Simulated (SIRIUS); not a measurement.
## BeTe: single point with PBE

Crystal: BeTe.

```
Te Be
1.0
     0.00000    2.77000    2.77000
     2.77000    0.00000    2.77000
     2.77000    2.77000    0.00000
Te Be
1 1
Direct
  0.75000 0.75000 0.75000
  0.00000 0.00000 0.00000
```

| Property | Result |
| --- | --- |
| Program | SIRIUS 7.12.0 |
| Task | single point |
| Functional | PBE |
| Potentials or basis | PseudoDojo 0.4.1 PBE standard (scalar relativistic) |
| Cutoff | 1202 eV |
| Density cutoff | 4809 eV |
| k mesh | 8 × 8 × 8 |
| Occupations | fermi-dirac, width 0.05 eV |
| Spin | no spin polarisation |
| Libxc names | ["XC_GGA_X_PBE", "XC_GGA_C_PBE"] |
| Energy tol | 1e-08 Ha |
| Density tol | 1e-06 |
| Mixer | anderson |
| Mixing beta | 0.7 |
| Max scf | 100 |

| Quantity | Value |
| --- | --- |
| Pressure | 4.5 GPa |
| Band gap on the k mesh | 1.87 eV |

Run time: 19 s on 1 thread of Intel(R) Xeon(R) 6975P-C (Granite Rapids), on a shared host, peak memory 0.31 GiB.

Caveat: spin-orbit coupling is left out, which moves the levels of the heavy elements. PBE gaps usually lie below the measured ones, often by a third to a half.
